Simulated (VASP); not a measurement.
Crystal: BN.

```
B N
1.0
     0.00000    1.74583    1.74583
     1.74583    0.00000    1.74583
     1.74583    1.74583    0.00000
B N
1 1
Direct
  0.00000 0.00000 0.00000
  0.50000 0.50000 0.50000
```

The cell was built by a generator and needn't be a form met in nature.

Base run:

* Program: VASP 6.6.1
* Functional: PBE
* Potentials or basis: VASP PAW PBE potentials, release 64 (B, N)
* Cutoff: 520 eV
* k mesh: 8 × 8 × 8
* Occupations: gaussian, width 0.01 eV
* Spin: no spin polarisation

Its results: band gap on the k mesh 1.33 eV, indirect (least direct gap 5.85 eV); pressure 3.8 GPa.

Q: The run is repeated on the same cell with these changes: functional from PBE to LDA; potentials or basis from VASP PAW PBE potentials, release 64 (B, N) to VASP PAW LDA potentials, release 64 (B, N). What comes out?

A: Band gap on the k mesh 1.49 eV, indirect (least direct gap 5.71 eV); pressure -10.3 GPa.

A k mesh can miss the band edges.
